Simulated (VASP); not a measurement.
# CaS3 (P4/mmm) in VASP: further runs, part 2 of 2

VASP 6.6.1. The steps go on from the part before.

**3. Relaxation of cell and atoms, LDA**

The input, INCAR:

```
PREC = Accurate
ENCUT = 600
EDIFF = 1E-7
ISMEAR = 0
SIGMA = 0.05
LREAL = False
LASPH = True
NELM = 80
ALGO = Normal
ISIF = 3
LWAVE = False
LCHARG = False
GGA = CA
IBRION = 2
NSW = 40
EDIFFG = -0.005
```

The input, KPOINTS:

```
Automatic mesh
0
Gamma
  6 6 6
```

The input, POSCAR:

```
CaS3
1.0
    5.0263789000      0.0000000000      0.0000000000
    0.0000000000      5.0263789000      0.0000000000
    0.0000000000      0.0000000000      4.3878989600
Ca S
1 3
Direct
    0.0000000000      0.0000000000      0.0000000000
    0.5000000000      0.5000000000      0.0000000000
    0.0000000000      0.5000000000      0.5000000000
    0.5000000000      0.0000000000      0.5000000000
```

Potentials or basis: VASP PAW LDA potentials, release 64 (Ca_sv, S).

Run with:

```console
$ cat potpaw_LDA.64/Ca_sv/POTCAR potpaw_LDA.64/S/POTCAR > POTCAR
$ mpirun -np 1 vasp_std > vasp.out
```

OUTCAR:

```text
PREC = Accurate
   ENCUT = 600
   EDIFF = 1E-7
   ISMEAR = 0
   LREAL = False
   LASPH = True
   NELM = 80
   ISIF = 3
   GGA = CA
   IBRION = 2
   NSW = 40
   EDIFFG = -0.005

 ion  position               nearest neighbor table
   1  0.000  0.000  0.000-
   2  0.500  0.500  0.000-
   3  0.000  0.500  0.500-
   4  0.500  0.000  0.500-

  LATTYP: Found a simple tetragonal cell.
 ALAT       =     5.0263789000
 C/A-ratio  =     0.8729741723

  Lattice vectors:

 A1 = (   5.0263789000,   0.0000000000,   0.0000000000)
 A2 = (   0.0000000000,   5.0263789000,   0.0000000000)
 A3 = (   0.0000000000,   0.0000000000,   4.3878989600)

Analysis of symmetry for initial positions (statically):
=====================================================================
 Subroutine PRICEL returns:
 Original cell was already a primitive cell.

 Routine SETGRP: Setting up the symmetry group for a
 simple tetragonal supercell.

 Subroutine GETGRP returns: Found 16 space group operations
 (whereof 16 operations were pure point group operations)
 out of a pool of 16 trial point group operations.

The static configuration has the point symmetry D_4h.

Analysis of symmetry for dynamics (positions and initial velocities):
=====================================================================
 Subroutine PRICEL returns:
 Original cell was already a primitive cell.

 Routine SETGRP: Setting up the symmetry group for a
 simple tetragonal supercell.

 Subroutine GETGRP returns: Found 16 space group operations
 (whereof 16 operations were pure point group operations)
 out of a pool of 16 trial point group operations.

The dynamic configuration has the point symmetry D_4h.

 Subroutine INISYM returns: Found 16 space group operations
 (whereof 16 operations are pure point group operations),
 and found     1 'primitive' translations

----------------------------------------------------------------------------------------

                                     Primitive cell

  volume of cell :     110.8580

[... 111 lines left out ...]
     AMIX     =   0.40;   BMIX     =  1.00
     AMIX_MAG =   1.60;   BMIX_MAG =  1.00
  volume/ion in A,a.u.               =      27.71       187.03
  Fermi-wavevector in a.u.,A,eV,Ry     =   1.034837  1.955558 14.570302  1.070887
  Thomas-Fermi vector in A             =   2.169151
   LORBIT       =      0    0 simple, 1 ext, 2 COOP (PROOUT), +10 PAW based schemes
   GGA     = CA    functional components
   LHFCALC =     F    Hartree Fock is set to
   AEXX    =    0.0000 exact exchange contribution
   IVDW    =     0    specifies the selected vdW correction
   LEPSILON=     F    determine dielectric tensor
   LRPA    =     F    only Hartree local field effects (RPA)
 conjugate gradient relaxation of ions
 non-spin polarized calculation
 Gauss-broadening in eV      SIGMA  =   0.05
  energy-cutoff  :      600.00
  volume of cell :      110.86
 maximum number of plane-waves:      3736
   NGX = 21   NGY = 21   NGZ = 17

--------------------------------------- Ionic step        1  -------------------------------------------

 number of electron      27.9999998 magnetization

 Free energy of the ion-electron system (eV)
  ---------------------------------------------------
  ext. energy  EPLUGINS =         0.00000000
  ---------------------------------------------------
  free energy    TOTEN  =       -15.82585224 eV

  energy without entropy =      -15.81951822  energy(sigma->0) =      -15.82268523

 E-fermi :   1.6731     XC(G=0):  -8.9825

 val. band max:        1.6716753197   @ k =   0.0000   0.0000   0.1667
 cond. band min:       1.6820908322   @ k =   0.1667   0.1667   0.0000
 fundamental gap:      0.0104155125
 Fermi energy:         1.6731267761

 k-point     1 :       0.0000    0.0000    0.0000
  band No.  band energies     occupation
      1     -39.0412      2.00000
      2     -20.2748      2.00000
      3     -20.2748      2.00000
      4     -20.2562      2.00000
      5     -10.6555      2.00000
      6      -9.0511      2.00000
[... 602 lines left out ...]
  FREE ENERGIE OF THE ION-ELECTRON SYSTEM (eV)
  ---------------------------------------------------
  free  energy   TOTEN  =       -18.5214526568 eV

  energy  without entropy=      -18.5177374726  energy(sigma->0) =      -18.51959506

[... ionic steps 4 to 10 ...]

--------------------------------------- Ionic step       11  -------------------------------------------

 number of electron      27.9999997 magnetization

------------------------ aborting loop because EDIFF is reached ----------------------------------------
[... 71 lines left out ...]
--------------------------------------- Ionic step       13  -------------------------------------------

 number of electron      27.9999997 magnetization

 Free energy of the ion-electron system (eV)
  ---------------------------------------------------
  ext. energy  EPLUGINS =         0.00000000
  ---------------------------------------------------
  free energy    TOTEN  =       -18.58100924 eV

  energy without entropy =      -18.57792125  energy(sigma->0) =      -18.57946524

 E-fermi :   6.1857     XC(G=0): -11.0054

 val. band max:        6.1794318008   @ k =   0.5000   0.3333   0.1667
 cond. band min:       6.1924196963   @ k =   0.5000   0.5000   0.1667
 fundamental gap:      0.0129878955
 Fermi energy:         6.1857053918

 k-point     1 :       0.0000    0.0000    0.0000
  band No.  band energies     occupation
      1     -33.2410      2.00000
      2     -14.6411      2.00000
      3     -14.6411      2.00000
      4     -14.4909      2.00000
      5      -8.9872      2.00000
      6      -5.4789      2.00000
[... 526 lines left out ...]
  FREE ENERGIE OF THE ION-ELECTRON SYSTEM (eV)
  ---------------------------------------------------
  free  energy   TOTEN  =       -18.5810092376 eV

  energy  without entropy=      -18.5779212477  energy(sigma->0) =      -18.57946524

 reached required accuracy - stopping structural energy minimisation
```

OSZICAR:

```text
N       E                     dE             d eps       ncg     rms          rms(c)
DAV:   1     0.200077722532E+03    0.20008E+03   -0.13484E+04  1440   0.153E+03
DAV:   2    -0.217373282694E+01   -0.20225E+03   -0.19909E+03  1930   0.302E+02
DAV:   3    -0.154501289291E+02   -0.13276E+02   -0.13032E+02  2042   0.727E+01
DAV:   4    -0.160446193850E+02   -0.59449E+00   -0.59338E+00  2312   0.134E+01
[... 125 lines left out ...]
DAV:   1    -0.185810270286E+02   -0.26859E-04   -0.17479E-03  1442   0.307E-01    0.266E-02
DAV:   2    -0.185810154873E+02    0.11541E-04   -0.40895E-05  1742   0.494E-02    0.155E-02
DAV:   3    -0.185810097691E+02    0.57182E-05   -0.86198E-06  1636   0.197E-02    0.480E-03
DAV:   4    -0.185810092431E+02    0.52603E-06   -0.18871E-06  1976   0.905E-03    0.163E-03
DAV:   5    -0.185810092376E+02    0.55104E-08   -0.16291E-07   964   0.264E-03
  13 F= -.18581009E+02 E0= -.18579465E+02  d E =-.905221E-05
```

It took 4.4 min on 1 thread of Intel Xeon 6975P-C (Granite Rapids), shared host; peak memory 0.26 GiB.

Results:

| Item | Value |
| --- | --- |
| Free energy | -18.5810 eV |
| Relaxed volume | 17.35 Å³/atom |
| Relaxed cell | a = 4.481 Å, b = 4.481 Å, c = 3.456 Å, α = 90.00°, β = 90.00°, γ = 90.00° |
| Space group after relaxing (to 0.05 Å) | P4/mmm (No. 123) |
| Energy gained by relaxing | 688.8 meV/atom |
| Ionic steps | 13 |
| Pressure after relaxing | 0.0 GPa |
| Band gap on the k mesh | none (metal or under the smearing width) |

Step by step:
| step | energy change (eV) | largest force (eV/Å) | pressure (GPa) | volume (Å³) |
| --- | --- | --- | --- | --- |
| 1 | 0.0000 | 0.0000 | -13.59 | 110.86 |
| 2 | -2.5105 | 0.0000 | -6.83 | 77.26 |
| 3 | -2.6956 | 0.0000 | -0.82 | 70.19 |
| 4 | -2.6980 | 0.0000 | 0.23 | 69.25 |
| 5 | -2.7130 | 0.0000 | 0.29 | 69.23 |
| 6 | -2.7463 | 0.0000 | 0.46 | 69.08 |
| 7 | -2.6692 | 0.0000 | 1.07 | 68.36 |
| 8 | -2.7539 | 0.0000 | 0.53 | 68.98 |
| 9 | -2.7543 | 0.0000 | 0.56 | 68.93 |
| 10 | -2.7530 | 0.0000 | -0.87 | 70.16 |
| 11 | -2.7551 | 0.0000 | 0.00 | 69.40 |
| 12 | -2.7551 | 0.0000 | 0.01 | 69.39 |
| 13 | -2.7552 | 0.0000 | 0.01 | 69.39 |

Final structure:
```
Ca S
1.0
     4.48070    0.00000    0.00000
     0.00000    4.48070    0.00000
     0.00000    0.00000    3.45638
Ca S
1 3
Direct
  0.00000 0.00000 0.00000
  0.50000 0.50000 0.00000
  0.00000 0.50000 0.50000
  0.50000 0.00000 0.50000
```

Levels at points of the mesh, in eV from the Fermi level:
| k point | band 12 | band 13 | band 14 | band 15 | band 16 | band 17 |
| --- | --- | --- | --- | --- | --- | --- |
| (0.00, 0.00, 0.00) | -1.34 | -0.39 | 1.45 | 1.77 | 1.94 | 1.94 |
| (0.50, 0.00, 0.00) | -2.00 | -1.48 | -1.17 | 0.52 | 1.85 | 3.89 |
| (0.50, 0.50, 0.00) | -1.63 | -1.63 | -1.63 | -0.65 | -0.12 | 3.50 |
| (0.00, 0.00, 0.50) | -2.95 | -2.95 | -2.69 | -0.64 | -0.64 | 3.92 |
| (0.50, 0.00, 0.50) | -2.91 | -2.54 | -2.13 | 0.91 | 1.27 | 4.64 |
| (0.50, 0.50, 0.50) | 0.32 | 0.46 | 1.36 | 1.36 | 2.12 | 2.62 |

Caveat: the volume moved by over 15 % at a fixed basis, so the end points are rough.
